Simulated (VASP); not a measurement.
# MoS2: single point with r2SCAN

MoS2:

```
Mo S
1.0
     1.57453    0.90905    6.12872
    -1.57453    0.90905    6.12872
     0.00000   -1.81812    6.12872
Mo S
1 2
Direct
  0.00000 0.00000 0.00000
  0.25000 0.25000 0.25000
  0.41700 0.41700 0.41700
```

Measurements of this composition are mostly on another form, of space group No. 194.

| Property | Result |
| --- | --- |
| Program | VASP 6.6.1 |
| Task | single point |
| Functional | r2SCAN |
| Potentials or basis | VASP PAW PBE potentials, release 64 (Mo_sv, S) |
| Cutoff | 520 eV |
| k mesh | 9 × 9 × 9 |
| Occupations | fermi-dirac, width 0.0368 eV |
| Spin | no spin polarisation |

```json
{
 "Pressure": "6.0 GPa",
 "Largest force": "0.550 eV/Å",
 "Band gap on the k mesh": "1.03 eV, indirect (least direct gap 1.85 eV)",
 "Valence electrons inside the program's atomic spheres": "Mo 12.49; S 3.74"
}
```

Forces in eV/Å, atoms in the order of the input:
```
Mo   0.000  0.000  0.089
S    0.000  0.000 -0.550
S    0.000  0.000  0.461
```

Stress tensor (GPa, compression positive):
```
5.70 0.00 0.00
0.00 5.70 0.00
0.00 0.00 6.67
```

Levels at points of the mesh, in eV from the valence-band top:
```tsv
k point	band 11	band 12	band 13	band 14	band 15	band 16
(0.00, 0.00, 0.00)	-2.51	-1.39	-1.22	2.19	2.19	2.62
```

Run time: 24 min on 1 thread of AMD EPYC 7R43 64-Core Processor (Zen 3), with other jobs on the host, peak memory 0.36 GiB.

Caveat: the PAW data sets were made with another functional, which shifts forces and pressure a little; an odd mesh through Γ misses points on the zone boundary, where band edges often lie.
